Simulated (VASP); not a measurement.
# ZnS (Wurtzite-2H) (P6_3mc) in VASP: further runs

One crystal, ZnS (Wurtzite-2H), is run at these levels: r2SCAN; tasks: relaxation of shape and atoms at fixed volume, relaxation of cell and atoms.

Program: VASP 6.6.1. These are calculated values, not measurements. Logs are shortened: lines on timing, memory, paths and dates and some standing lists are left out, and cuts for length are marked.

### Step 1. Starting point

Symmetry: P6_3mc, No. 186, hexagonal system. Conventional cell: a = 3.811 Å, b = 3.811 Å, c = 6.234 Å, α = 90.00°, β = 90.00°, γ = 120.00°. Zn (site symmetry 3m) is surrounded by 4 S at 2.31 to 2.40 Å. S (site symmetry 3m) is surrounded by 4 Zn at 2.31 to 2.40 Å.

### Step 2. Relaxation of shape and atoms at fixed volume, r2SCAN (a relaxed cell with its volume scaled by 1.02)

File INCAR:

```
  PREC = Accurate
  ENCUT = 600
  EDIFF = 1E-7
  ISMEAR = 0
  SIGMA = 0.03
  LREAL = F
  LASPH = T
  NELM = 80
  ALGO = Normal
  ISIF = 4
  LWAVE = F
  LCHARG = F
  METAGGA = R2SCAN
  LMIXTAU = T
  IBRION = 2
  NSW = 40
  EDIFFG = -0.01
```

File KPOINTS:

```
regular mesh
0
Gamma
  9 9 5
```

File POSCAR:

```
ZnS                                     
1.0
    3.8319994854      0.0000000000      0.0000000000
   -1.9159997427      3.3186089016      0.0000000000
    0.0000000000      0.0000000000      6.2869794525
  Zn              S             
     2     2
Direct
     0.3333333332999970    0.6666666667000030    0.0053560640321209
     0.6666666667000030    0.3333333332999970    0.5053560640321209
     0.3333333332999970    0.6666666667000030    0.3796439359678772
     0.6666666667000030    0.3333333332999970    0.8796439359678772
```

Potentials or basis: VASP PAW PBE potentials, release 64 (Zn, S).

Started as:

```console
$ cat potpaw_PBE.64/Zn/POTCAR potpaw_PBE.64/S/POTCAR > POTCAR
$ mpirun -np 1 vasp_std > vasp.out
```

OUTCAR:

```text
PREC = Accurate
   ENCUT = 600
   EDIFF = 1E-7
   ISMEAR = 0
   LREAL = F
   LASPH = T
   NELM = 80
   ISIF = 4
   METAGGA = R2SCAN
   IBRION = 2
   NSW = 40
   EDIFFG = -0.01

 ion  position               nearest neighbor table
   1  0.333  0.667  0.005-   4 2.35   4 2.35   4 2.35   3 2.35
   2  0.667  0.333  0.505-   3 2.35   3 2.35   3 2.35   4 2.35
   3  0.333  0.667  0.380-   2 2.35   2 2.35   2 2.35   1 2.35
   4  0.667  0.333  0.880-   1 2.35   1 2.35   1 2.35   2 2.35

  LATTYP: Found a hexagonal cell.
 ALAT       =     3.8319994854
 C/A-ratio  =     1.6406524783

  Lattice vectors:

 A1 = (   3.8319994854,   0.0000000000,   0.0000000000)
 A2 = (  -1.9159997427,   3.3186089016,   0.0000000000)
 A3 = (   0.0000000000,   0.0000000000,   6.2869794525)

Analysis of symmetry for initial positions (statically):
=====================================================================
 Subroutine PRICEL returns:
 Original cell was already a primitive cell.

 Routine SETGRP: Setting up the symmetry group for a
 hexagonal supercell.

 Subroutine GETGRP returns: Found 12 space group operations
 (whereof  6 operations were pure point group operations)
 out of a pool of 24 trial point group operations.

The static configuration has the point symmetry C_3v.
 The point group associated with its full space group is C_6v.

Analysis of symmetry for dynamics (positions and initial velocities):
=====================================================================
 Subroutine PRICEL returns:
 Original cell was already a primitive cell.

 Routine SETGRP: Setting up the symmetry group for a
 hexagonal supercell.

 Subroutine GETGRP returns: Found 12 space group operations
 (whereof  6 operations were pure point group operations)
 out of a pool of 24 trial point group operations.

The dynamic configuration has the point symmetry C_3v.
 The point group associated with its full space group is C_6v.

 Subroutine INISYM returns: Found 12 space group operations
 (whereof  6 operations are pure point group operations),
 and found     1 'primitive' translations

----------------------------------------------------------------------------------------

                                     Primitive cell

  volume of cell :      79.9509

  direct lattice vectors                    reciprocal lattice vectors
     3.831999485  0.000000000  0.000000000     0.260960369  0.150665539  0.000000000
    -1.915999743  3.318608902  0.000000000     0.000000000  0.301331079  0.000000000
     0.000000000  0.000000000  6.286979452     0.000000000  0.000000000  0.159058894

  length of vectors
     3.831999485  3.831999485  6.286979452     0.301331079  0.301331079  0.159058894

  position of ions in fractional coordinates (direct lattice)
     0.333333333  0.666666667  0.005356064
     0.666666667  0.333333333  0.505356064
     0.333333333  0.666666667  0.379643936
     0.666666667  0.333333333  0.879643936

  ion indices of the primitive-cell ions
   primitive index   ion index
                 1           1
                 2           2
                 3           3
                 4           4

----------------------------------------------------------------------------------------

 KPOINTS: regular mesh

Automatic generation of k-mesh.
 Grid dimensions read from file:
 generate k-points for:    9    9    5

 Generating k-lattice:

  Cartesian coordinates                     Fractional coordinates (reciprocal lattice)
[... 65 lines left out ...]
   NFREE  =      1    steps in history (QN), initial steepest desc. (CG)
   ISIF   =      4    stress and relaxation
   ISYM   =      2    0-nonsym 1-usesym 2-fastsym
   POTIM  = 0.5000    time-step for ionic-motion
   TEBEG  =    0.0;   TEEND  =   0.0 temperature during run
   PSTRESS=    0.0 pullay stress
   NELECT =      36.0000    total number of electrons
   NUPDOWN=      -1.0000    fix difference up-down
   EMIN   =  10.00;   EMAX   =-10.00  energy-range for DOS
   EFERMI =   0.00;   METHOD = LEGACY
   ISMEAR =     0;   SIGMA  =   0.03  broadening in eV -4-tet -1-fermi 0-gaus
   EFERMI_NEDOS =   21; number of points for ismear=-14 and -15
   IALGO  =     38    algorithm
   IMIX   =      4    mixing-type and parameters
     AMIX     =   0.40;   BMIX     =  1.00
     AMIX_MAG =   1.60;   BMIX_MAG =  1.00
  volume/ion in A,a.u.               =      19.99       134.88
  Fermi-wavevector in a.u.,A,eV,Ry     =   1.254781  2.371192 21.422026  1.574474
  Thomas-Fermi vector in A             =   2.388569
   LORBIT       =      0    0 simple, 1 ext, 2 COOP (PROOUT), +10 PAW based schemes
   METAGGA = R2SCAN    functional components
   LHFCALC =     F    Hartree Fock is set to
   AEXX    =    0.0000 exact exchange contribution
   IVDW    =     0    specifies the selected vdW correction
   LEPSILON=     F    determine dielectric tensor
   LRPA    =     F    only Hartree local field effects (RPA)
 conjugate gradient relaxation of ions
 non-spin polarized calculation
 Gauss-broadening in eV      SIGMA  =   0.03
  energy-cutoff  :      600.00
  volume of cell :       79.95
 maximum number of plane-waves:      2695
 NGX is ok and might be reduce to    32
   NGX = 15   NGY = 15   NGZ = 25

--------------------------------------- Ionic step        1  -------------------------------------------

 number of electron      35.9999973 magnetization

 Free energy of the ion-electron system (eV)
  ---------------------------------------------------
  ext. energy  EPLUGINS =         0.00000000
  ---------------------------------------------------
  free energy    TOTEN  =       -37.71749610 eV

  energy without entropy =      -37.71749610  energy(sigma->0) =      -37.71749610

------------------------ aborting loop because EDIFF is reached ----------------------------------------

  FORCE on cell =-STRESS in cart. coord.  units (eV):
  Direction    XX          YY          ZZ          XY          YZ          ZX
  --------------------------------------------------------------------------------------
  -------------------------------------------------------------------------------------
  Total       -0.7635165     -0.7635165     -0.7657001      0.0000000     -0.0000000      0.0000000
  in kB      -15.3004944    -15.3004944    -15.3442525      0.0000000     -0.0000000      0.0000000
  external PRESSURE =     -15.3150804 kB  Pullay stress =       0.0000000 kB

 VOLUME and BASIS-vectors are now :
 -----------------------------------------------------------------------------
  energy-cutoff  :      600.00
  volume of cell :       79.95
      direct lattice vectors                 reciprocal lattice vectors
     3.831999485  0.000000000  0.000000000     0.260960369  0.150665539  0.000000000
    -1.915999743  3.318608902  0.000000000     0.000000000  0.301331079  0.000000000
     0.000000000  0.000000000  6.286979452     0.000000000  0.000000000  0.159058894

 POSITION                                       TOTAL-FORCE (eV/Angst)
 -----------------------------------------------------------------------------------
     -0.00000      2.21241      0.03367        -0.000000     -0.000000     -0.014114
      1.91600      1.10620      3.17716         0.000000      0.000000     -0.014114
     -0.00000      2.21241      2.38681         0.000000      0.000000      0.014114
      1.91600      1.10620      5.53030        -0.000000      0.000000      0.014114
 -----------------------------------------------------------------------------------
    total drift:                               -0.000000      0.000000     -0.042948

  FREE ENERGIE OF THE ION-ELECTRON SYSTEM (eV)
  ---------------------------------------------------
  free  energy   TOTEN  =       -37.7174961038 eV

  energy  without entropy=      -37.7174961038  energy(sigma->0) =      -37.71749610

--------------------------------------- Ionic step        2  -------------------------------------------

 number of electron      35.9999972 magnetization

 Free energy of the ion-electron system (eV)
  ---------------------------------------------------
  ext. energy  EPLUGINS =         0.00000000
  ---------------------------------------------------
  free energy    TOTEN  =       -37.71752449 eV

  energy without entropy =      -37.71752449  energy(sigma->0) =      -37.71752449

 E-fermi :   1.8534     XC(G=0): -10.2105

 val. band max:        1.7274504789   @ k =   0.0000   0.0000   0.0000
 cond. band min:       4.4190999117   @ k =   0.0000   0.0000   0.0000
 fundamental gap:      2.6916494329
 Fermi energy:         1.8534359461

 k-point     1 :       0.0000    0.0000    0.0000
  band No.  band energies     occupation
      1     -11.8787      2.00000
      2     -10.9562      2.00000
      3      -4.7264      2.00000
      4      -4.7141      2.00000
      5      -4.7140      2.00000
      6      -4.6271      2.00000
[... 589 lines left out ...]
     21       7.6211      0.00000
     22       9.8082      0.00000

 [... further k-points ...]

------------------------ aborting loop because EDIFF is reached ----------------------------------------

  FORCE on cell =-STRESS in cart. coord.  units (eV):
  Direction    XX          YY          ZZ          XY          YZ          ZX
  --------------------------------------------------------------------------------------
  -------------------------------------------------------------------------------------
  Total       -0.7552974     -0.7552974     -0.7766261      0.0000000     -0.0000000      0.0000000
  in kB      -15.1357879    -15.1357879    -15.5632042      0.0000000     -0.0000000      0.0000000
  external PRESSURE =     -15.2782600 kB  Pullay stress =       0.0000000 kB

 VOLUME and BASIS-vectors are now :
 -----------------------------------------------------------------------------
  energy-cutoff  :      600.00
  volume of cell :       79.95
      direct lattice vectors                 reciprocal lattice vectors
     3.832033125  0.000000000  0.000000000     0.260958078  0.150664217  0.000000000
    -1.916016562  3.318638034  0.000000000     0.000000000  0.301328433  0.000000000
     0.000000000 -0.000000000  6.286869072     0.000000000 -0.000000000  0.159061687

 POSITION                                       TOTAL-FORCE (eV/Angst)
 -----------------------------------------------------------------------------------
     -0.00000      2.21243      0.03299        -0.000000      0.000000     -0.006500
      1.91602      1.10621      3.17643         0.000000      0.000000     -0.006500
     -0.00000      2.21243      2.38745         0.000000     -0.000000      0.006500
      1.91602      1.10621      5.53089         0.000000     -0.000000      0.006500
 -----------------------------------------------------------------------------------
    total drift:                               -0.000000      0.000000     -0.041936

  FREE ENERGIE OF THE ION-ELECTRON SYSTEM (eV)
  ---------------------------------------------------
  free  energy   TOTEN  =       -37.7175244876 eV

  energy  without entropy=      -37.7175244876  energy(sigma->0) =      -37.71752449

 reached required accuracy - stopping structural energy minimisation
```

Wall time 9.4 min (1 thread of AMD EPYC 7R13 (Zen 3), shared host); peak memory 0.25 GiB.

What came out:

| Quantity | Value |
| --- | --- |
| Free energy | -37.7175 eV |
| Energy gained by relaxing | 0.0 meV/atom |
| Ionic steps | 2 |
| Pressure after relaxing | -1.5 GPa |
| Largest force after relaxing | 0.006 eV/Å |
| Band gap on the k mesh | 2.69 eV, direct |

Forces on the atoms (eV/Å):
```
Zn   0.000  0.000 -0.006
Zn   0.000  0.000 -0.006
S    0.000  0.000  0.006
S    0.000  0.000  0.006
```

Final structure:
```xyz
4
Lattice="3.8320 0.0000 0.0000 -1.9160 3.3186 0.0000 0.0000 0.0000 6.2869" Properties=species:S:1:pos:R:3 pbc="T T T"
Zn    0.0000    2.2124    0.0330
Zn    1.9160    1.1062    3.1764
S     0.0000    2.2124    2.3875
S     1.9160    1.1062    5.5309
```

Levels at points of the mesh, in eV from the valence-band top:
| k point | band 14 | band 15 | band 16 | band 17 | band 18 | band 19 | band 20 | band 21 | band 22 |
| --- | --- | --- | --- | --- | --- | --- | --- | --- | --- |
| (0.00, 0.00, 0.00) | -0.89 | -0.89 | -0.08 | 0.00 | 0.00 | 2.69 | 3.58 | 6.81 | 6.81 |

Caveat: the PAW data sets were made with another functional, which shifts forces and pressure a little.

### Step 3. Relaxation of shape and atoms at fixed volume, r2SCAN (a relaxed cell with its volume scaled by 1.04)

INCAR is that of step 2.

KPOINTS is that of step 2.

POSCAR: that of step 2 with these lines changed.

```diff
@@ -2,5 +2,5 @@
 1.0
-    3.8319994854      0.0000000000      0.0000000000
-   -1.9159997427      3.3186089016      0.0000000000
-    0.0000000000      0.0000000000      6.2869794525
+    3.8568832962      0.0000000000      0.0000000000
+   -1.9284416481      3.3401589139      0.0000000000
+    0.0000000000      0.0000000000      6.3278051384
   Zn              S
```

Potentials or basis: VASP PAW PBE potentials, release 64 (Zn, S).

Started as:

```console
$ cat potpaw_PBE.64/Zn/POTCAR potpaw_PBE.64/S/POTCAR > POTCAR
$ mpirun -np 1 vasp_std > vasp.out
```

Run time: 9.3 min. Hardware: 1 thread of AMD EPYC 7R13 (Zen 3), shared host; peak memory 0.25 GiB.

Results (log left out):

```
Free energy                  : -37.6958 eV
Energy gained by relaxing    : 0.0 meV/atom
Ionic steps                  : 2
Pressure after relaxing      : -2.9 GPa
Largest force after relaxing : 0.008 eV/Å
Band gap on the k mesh       : 2.60 eV, direct
```

Forces in eV/Å, atoms in the order of the input:
```
Zn   0.000  0.000 -0.008
Zn   0.000  0.000 -0.008
S    0.000  0.000  0.008
S    0.000  0.000  0.008
```

Final structure:
```xyz
4
Lattice="3.8574 0.0000 0.0000 -1.9287 3.3406 0.0000 0.0000 0.0000 6.3260" Properties=species:S:1:pos:R:3 pbc="T T T"
Zn    0.0000    2.2271    0.0334
Zn    1.9287    1.1135    3.1963
S     0.0000    2.2271    2.4021
S     1.9287    1.1135    5.5651
```

Levels at points of the mesh, in eV from the valence-band top:
```tsv
k point	band 15	band 16	band 17	band 18	band 19	band 20	band 21	band 22
(0.00, 0.00, 0.00)	-0.86	-0.08	0.00	0.00	2.60	3.54	6.83	6.83
```

Caveat: the PAW data sets were made with another functional, which shifts forces and pressure a little.

(Continued in part 2 of 2.)
